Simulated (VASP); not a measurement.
# Si2Ni (Fm-3m) in VASP: notebook

One crystal, Si2Ni, is run at these levels: PBEsol; tasks: relaxation of cell and atoms.

Program: VASP 6.6.1. These are calculated values, not measurements. Logs are shortened: lines on timing, memory, paths and dates and some standing lists are left out, and cuts for length are marked.

**1. Starting point**

The structure is cubic, space group Fm-3m (No. 225). The conventional cell has a = 5.406 Å, b = 5.406 Å, c = 5.406 Å, α = 90.00°, β = 90.00°, γ = 90.00°. Around Si (site symmetry -43m) lie 4 Ni at 2.34 Å. Ni (site symmetry m-3m) is surrounded by 8 Si at 2.34 Å.

**2. Relaxation of cell and atoms, PBEsol**

INCAR reads:

```
ALGO     = Normal         # electronic algorithm
EDIFF    = 1E-6           # SCF threshold, eV
EDIFFG   = -0.01          # ionic threshold
ENCUT    = 600            # plane-wave cutoff, eV
GGA      = PS             # functional
IBRION   = 2              # ionic algorithm
ISIF     = 3              # what is computed and relaxed
ISMEAR   = 1              # smearing method
LASPH    = True           # aspherical terms in the spheres
LCHARG   = False          # write CHGCAR
LREAL    = False          # projectors in reciprocal space
LWAVE    = False          # write WAVECAR
NELM     = 80             # most SCF steps
NSW      = 90             # ionic steps
PREC     = Accurate       # precision mode
SIGMA    = 0.1            # smearing width, eV
```

KPOINTS reads:

```
k-points
0
Gamma
  12 12 12
```

POSCAR reads:

```
Si2Ni
1.0
    0.0000000000      2.7030000000      2.7030000000
    2.7030000000      0.0000000000      2.7030000000
    2.7030000000      2.7030000000      0.0000000000
Si Ni
2 1
Direct
    0.2500000000      0.2500000000      0.2500000000
    0.7500000000      0.7500000000      0.7500000000
    0.0000000000      0.0000000000      0.0000000000
```

Potentials or basis: VASP PAW PBE potentials, release 64 (Si, Ni).

Run with:

```
> cat potpaw_PBE.64/Si/POTCAR potpaw_PBE.64/Ni/POTCAR > POTCAR
> mpirun -np 1 vasp_std > vasp.out
```

OUTCAR:

```text
EDIFF = 1E-6
   EDIFFG = -0.01
   ENCUT = 600
   GGA = PS
   IBRION = 2
   ISIF = 3
   ISMEAR = 1
   LASPH = True
   LREAL = False
   NELM = 80
   NSW = 90
   PREC = Accurate

 ion  position               nearest neighbor table
   1  0.250  0.250  0.250-   3 2.34   3 2.34   3 2.34   3 2.34   2 2.70   2 2.70   2 2.70   2 2.70
                             2 2.70   2 2.70
   2  0.750  0.750  0.750-   3 2.34   3 2.34   3 2.34   3 2.34   1 2.70   1 2.70   1 2.70   1 2.70
                             1 2.70   1 2.70
   3  0.000  0.000  0.000-   2 2.34   1 2.34   2 2.34   1 2.34   2 2.34   2 2.34   1 2.34   1 2.34

  LATTYP: Found a face centered cubic cell.
 ALAT       =     5.4060000000

  Lattice vectors:

 A1 = (   0.0000000000,   2.7030000000,   2.7030000000)
 A2 = (   2.7030000000,   0.0000000000,   2.7030000000)
 A3 = (   2.7030000000,   2.7030000000,   0.0000000000)

Analysis of symmetry for initial positions (statically):
=====================================================================
 Subroutine PRICEL returns:
 Original cell was already a primitive cell.

 Routine SETGRP: Setting up the symmetry group for a
 face centered cubic supercell.

 Subroutine GETGRP returns: Found 48 space group operations
 (whereof 48 operations were pure point group operations)
 out of a pool of 48 trial point group operations.

The static configuration has the point symmetry O_h .

Analysis of symmetry for dynamics (positions and initial velocities):
=====================================================================
 Subroutine PRICEL returns:
 Original cell was already a primitive cell.

 Routine SETGRP: Setting up the symmetry group for a
 face centered cubic supercell.

 Subroutine GETGRP returns: Found 48 space group operations
 (whereof 48 operations were pure point group operations)
 out of a pool of 48 trial point group operations.

The dynamic configuration has the point symmetry O_h .

 Subroutine INISYM returns: Found 48 space group operations
 (whereof 48 operations are pure point group operations),
 and found     1 'primitive' translations

----------------------------------------------------------------------------------------

                                     Primitive cell

  volume of cell :      39.4974

  direct lattice vectors                    reciprocal lattice vectors
     0.000000000  2.703000000  2.703000000    -0.184979652  0.184979652  0.184979652
     2.703000000  0.000000000  2.703000000     0.184979652 -0.184979652  0.184979652
     2.703000000  2.703000000  0.000000000     0.184979652  0.184979652 -0.184979652

  length of vectors
     3.822619259  3.822619259  3.822619259     0.320394156  0.320394156  0.320394156

  position of ions in fractional coordinates (direct lattice)
     0.250000000  0.250000000  0.250000000
     0.750000000  0.750000000  0.750000000
     0.000000000  0.000000000  0.000000000

  ion indices of the primitive-cell ions
   primitive index   ion index
                 1           1
                 2           2
                 3           3

----------------------------------------------------------------------------------------

 KPOINTS: k-points

Automatic generation of k-mesh.
 Grid dimensions read from file:
 generate k-points for:   12   12   12

 Generating k-lattice:

  Cartesian coordinates                     Fractional coordinates (reciprocal lattice)
    -0.015414971  0.015414971  0.015414971     0.083333333  0.000000000  0.000000000
     0.015414971 -0.015414971  0.015414971     0.000000000  0.083333333  0.000000000
     0.015414971  0.015414971 -0.015414971     0.000000000  0.000000000  0.083333333

  Length of vectors
     0.026699513  0.026699513  0.026699513

  Shift w.r.t. Gamma in fractional coordinates (k-lattice)
     0.000000000  0.000000000  0.000000000

 Subroutine IBZKPT returns following result:
 ===========================================

 Found     72 irreducible k-points:

 Following reciprocal coordinates:
            Coordinates               Weight
  0.000000  0.000000  0.000000      1.000000
  0.083333  0.000000  0.000000      8.000000
  0.166667  0.000000  0.000000      8.000000
  0.250000  0.000000  0.000000      8.000000
  0.333333  0.000000  0.000000      8.000000
  0.416667  0.000000  0.000000      8.000000
[... 16 lines left out ...]
  0.500000  0.166667  0.000000     24.000000
 -0.416667  0.166667  0.000000     24.000000
 [... further k-points ...]
   k-points           NKPTS =     72   k-points in BZ     NKDIM =     72   number of bands    NBANDS=     13
   number of dos      NEDOS =    301   number of ions     NIONS =      3
   total plane-waves  NPLWV =  32768
   dimension x,y,z NGX =    32 NGY =   32 NGZ =   32
   dimension x,y,z NGXF=    64 NGYF=   64 NGZF=   64
   ions per type =               2   1
   NGX,Y,Z   is equivalent  to a cutoff of  13.92, 13.92, 13.92 a.u.
   NGXF,Y,Z  is equivalent  to a cutoff of  27.83, 27.83, 27.83 a.u.
 SYSTEM =  unknown system
   PREC   = accura    normal or accurate (medium, high low for compatibility)
   ISTART =      0    job   : 0-new  1-cont  2-samecut
   ICHARG =      2    charge: 1-file 2-atom 10-const
   ISPIN  =      1    spin polarized calculation?
   LNONCOLLINEAR =      F non collinear calculations
   LSORBIT =      F    spin-orbit coupling
   LASPH  =      T    aspherical Exc in radial PAW
   ENCUT  =  600.0 eV  44.10 Ry    6.64 a.u.   7.63  7.63  7.63*2*pi/ulx,y,z
   NELM   =     80;   NELMIN=  2; NELMDL= -5     # of ELM steps
   EDIFF  = 0.1E-05   stopping-criterion for ELM
   LREAL  =      F    real-space projection
   EDIFFG = -.1E-01   stopping-criterion for IOM
   NSW    =     90    number of steps for IOM
   IBRION =      2    ionic relax: 0-MD 1-quasi-New 2-CG
   NFREE  =      1    steps in history (QN), initial steepest desc. (CG)
   ISIF   =      3    stress and relaxation
   ISYM   =      2    0-nonsym 1-usesym 2-fastsym
   POTIM  = 0.5000    time-step for ionic-motion
   TEBEG  =    0.0;   TEEND  =   0.0 temperature during run
   PSTRESS=    0.0 pullay stress
   NELECT =      18.0000    total number of electrons
   NUPDOWN=      -1.0000    fix difference up-down
   EMIN   =  10.00;   EMAX   =-10.00  energy-range for DOS
   EFERMI =   0.00;   METHOD = LEGACY
   ISMEAR =     1;   SIGMA  =   0.10  broadening in eV -4-tet -1-fermi 0-gaus
   EFERMI_NEDOS =   21; number of points for ismear=-14 and -15
   IALGO  =     38    algorithm
   IMIX   =      4    mixing-type and parameters
     AMIX     =   0.40;   BMIX     =  1.00
     AMIX_MAG =   1.60;   BMIX_MAG =  1.00
  volume/ion in A,a.u.               =      13.17        88.85
  Fermi-wavevector in a.u.,A,eV,Ry     =   1.259823  2.380721 21.594550  1.587155
  Thomas-Fermi vector in A             =   2.393364
   LORBIT       =      0    0 simple, 1 ext, 2 COOP (PROOUT), +10 PAW based schemes
   GGA     = PS    functional components
   LHFCALC =     F    Hartree Fock is set to
   AEXX    =    0.0000 exact exchange contribution
   IVDW    =     0    specifies the selected vdW correction
   LEPSILON=     F    determine dielectric tensor
   LRPA    =     F    only Hartree local field effects (RPA)
 conjugate gradient relaxation of ions
 non-spin polarized calculation
 Methfessel and Paxton  Order N= 1 SIGMA  =   0.10
  energy-cutoff  :      600.00
  volume of cell :       39.50
 maximum number of plane-waves:      1363
   NGX = 15   NGY = 15   NGZ = 15

--------------------------------------- Ionic step        1  -------------------------------------------

 number of electron      18.0000004 magnetization

 Free energy of the ion-electron system (eV)
  ---------------------------------------------------
  ext. energy  EPLUGINS =         0.00000000
  ---------------------------------------------------
  free energy    TOTEN  =       -18.97784307 eV

  energy without entropy =      -18.97749348  energy(sigma->0) =      -18.97772654

------------------------ aborting loop because EDIFF is reached ----------------------------------------

  FORCE on cell =-STRESS in cart. coord.  units (eV):
  Direction    XX          YY          ZZ          XY          YZ          ZX
  --------------------------------------------------------------------------------------
  -------------------------------------------------------------------------------------
  Total       -0.3934021     -0.3934021     -0.3934021      0.0000000      0.0000000      0.0000000
  in kB      -15.9580248    -15.9580248    -15.9580248      0.0000000      0.0000000      0.0000000
  external PRESSURE =     -15.9580248 kB  Pullay stress =       0.0000000 kB
[... 59 lines left out ...]
  energy  without entropy=      -18.9772185354  energy(sigma->0) =      -18.97755807

--------------------------------------- Ionic step        3  -------------------------------------------

 number of electron      18.0000006 magnetization

 Free energy of the ion-electron system (eV)
  ---------------------------------------------------
  ext. energy  EPLUGINS =         0.00000000
  ---------------------------------------------------
  free energy    TOTEN  =       -18.97954385 eV

  energy without entropy =      -18.97910162  energy(sigma->0) =      -18.97939644

 E-fermi :  10.4885     XC(G=0): -11.7410

 val. band max:       10.4733728132   @ k =  -0.4167   0.4167   0.0000
 cond. band min:      10.4974629696   @ k =   0.4167   0.3333   0.0833
 fundamental gap:      0.0240901565
 Fermi energy:        10.4885366705

 k-point     1 :       0.0000    0.0000    0.0000
  band No.  band energies     occupation
      1      -3.4427      2.00000
      2       5.2212      2.00000
      3       5.2212      2.00000
      4       5.2212      2.00000
      5       6.9256      2.00000
      6       6.9256      2.00000
      7      10.3024      2.02438
      8      12.2234     -0.00000
      9      12.2234     -0.00000
     10      12.2234     -0.00000
     11      12.7385      0.00000
     12      12.7385      0.00000
     13      12.7385      0.00000
[... 353 lines left out ...]
 k-point    24 :      -0.4167    0.1667    0.0000
  band No.  band energies     occupation
      1      -0.0006      2.00000
      2       0.8582      2.00000
      3       4.9839      2.00000
      4       5.8026      2.00000
      5       6.2247      2.00000
      6       6.8539      2.00000
      7       7.1127      2.00000
      8       7.9600      2.00000
      9       8.7024      2.00000
     10      11.2603     -0.00000
     11      13.1669      0.00000
     12      14.1369      0.00000
     13      15.5882      0.00000

 [... further k-points ...]
[... 5 lines left out ...]
  --------------------------------------------------------------------------------------
  -------------------------------------------------------------------------------------
  Total       -0.0035340     -0.0035340     -0.0035340      0.0000000     -0.0000000     -0.0000000
  in kB       -0.1446921     -0.1446921     -0.1446921      0.0000000     -0.0000000     -0.0000000
  external PRESSURE =      -0.1446921 kB  Pullay stress =       0.0000000 kB
[... 18 lines left out ...]
  FREE ENERGIE OF THE ION-ELECTRON SYSTEM (eV)
  ---------------------------------------------------
  free  energy   TOTEN  =       -18.9795438489 eV

  energy  without entropy=      -18.9791016225  energy(sigma->0) =      -18.97939644

 reached required accuracy - stopping structural energy minimisation
```

It took 74 s on 1 thread of Intel Xeon Platinum 8488C (Sapphire Rapids), shared host; peak memory 0.2 GiB.

Results:

```
Free energy                            : -18.9795 eV
Relaxed volume                         : 13.04 Å³/atom
Relaxed cell                           : a = 3.811 Å, b = 3.811 Å, c = 3.811 Å, α = 60.00°, β = 60.00°, γ = 60.00°
Space group after relaxing (to 0.05 Å) : Fm-3m (No. 225)
Energy gained by relaxing              : 0.6 meV/atom
Ionic steps                            : 3
Pressure after relaxing                : 0.0 GPa
Band gap on the k mesh                 : none (metal or under the smearing width)
```

Step by step:
| step | energy change (eV) | largest force (eV/Å) | pressure (GPa) | volume (Å³) |
| --- | --- | --- | --- | --- |
| 1 | 0.0000 | 0.0000 | -1.60 | 39.50 |
| 2 | 0.0001 | 0.0000 | 1.63 | 38.75 |
| 3 | -0.0017 | 0.0000 | -0.01 | 39.13 |

Final structure:
```
CELL_PARAMETERS angstrom
0.00000 2.69464 2.69464
2.69464 0.00000 2.69464
2.69464 2.69464 0.00000
ATOMIC_POSITIONS crystal
Si 0.25000 0.25000 0.25000
Si 0.75000 0.75000 0.75000
Ni 0.00000 0.00000 0.00000
```

Levels at points of the mesh, in eV from the Fermi level:
```
           k point  band 6  band 7  band 8  band 9  band 10  band 11  band 12  band 13
(0.00, 0.00, 0.00)   -3.56   -0.19    1.73    1.73     1.73     2.25     2.25     2.25
(0.50, 0.00, 0.00)   -3.38   -3.38   -1.45   -1.45     1.77     1.82     1.82     2.67
(0.50, 0.50, 0.00)   -3.66   -3.66   -3.49   -3.15    -0.40     1.34     7.77     8.40
```

Caveat: the PAW data sets were made with another functional, which shifts forces and pressure a little.

**3. Relaxation of cell and atoms, PBEsol**

This run uses another cell than the first one, of 13.04 Å³/atom, 0.991 times its volume.

INCAR, as its differences from that of step 2:

```diff
@@ -1,4 +1,4 @@
 ALGO     = Normal         # electronic algorithm
-EDIFF    = 1E-6           # SCF threshold, eV
-EDIFFG   = -0.01          # ionic threshold
+EDIFF    = 1E-7           # SCF threshold, eV
+EDIFFG   = -0.005         # ionic threshold
 ENCUT    = 600            # plane-wave cutoff, eV
```

KPOINTS is that of step 2.

POSCAR reads:

```
Si2Ni                                   
1.0
    0.0000000000      2.6946366601      2.6946366601
    2.6946366601      0.0000000000      2.6946366601
    2.6946366601      2.6946366601     -0.0000000000
  Si              Ni            
     2     1
Direct
     0.2500000000000000    0.2500000000000000    0.2500000000000000
     0.7500000000000000    0.7500000000000000    0.7500000000000000
     0.0000000000000000    0.0000000000000000    0.0000000000000000
```

Potentials or basis: VASP PAW PBE potentials, release 64 (Si, Ni).

Run with:

```
> cat potpaw_PBE.64/Si/POTCAR potpaw_PBE.64/Ni/POTCAR > POTCAR
> mpirun -np 1 vasp_std > vasp.out
```

Run time: 46 s. Hardware: 1 thread of Intel Xeon Platinum 8488C (Sapphire Rapids), shared host; peak memory 0.19 GiB.

The run converged. Its results:

```
Free energy             : -18.9795 eV
Pressure after relaxing : 0.0 GPa
Band gap on the k mesh  : none (metal or under the smearing width)
```

Final structure:
```
CELL_PARAMETERS angstrom
0.00000 2.69464 2.69464
2.69464 0.00000 2.69464
2.69464 2.69464 0.00000
ATOMIC_POSITIONS crystal
Si 0.25000 0.25000 0.25000
Si 0.75000 0.75000 0.75000
Ni 0.00000 0.00000 0.00000
```

Levels at points of the mesh, in eV from the Fermi level:
| k point | band 5 | band 6 | band 7 | band 8 | band 9 | band 10 | band 11 | band 12 | band 13 |
| --- | --- | --- | --- | --- | --- | --- | --- | --- | --- |
| (0.00, 0.00, 0.00) | -3.56 | -3.56 | -0.19 | 1.73 | 1.73 | 1.73 | 2.25 | 2.25 | 2.25 |
| (0.50, 0.00, 0.00) | -3.77 | -3.38 | -3.38 | -1.45 | -1.45 | 1.77 | 1.82 | 1.82 | 2.67 |
| (0.50, 0.50, 0.00) | -4.56 | -3.66 | -3.66 | -3.49 | -3.15 | -0.40 | 1.34 | 7.77 | 8.40 |

Caveat: the relaxation stopped at its first step, so nothing moved; the PAW data sets were made with another functional, which shifts forces and pressure a little.
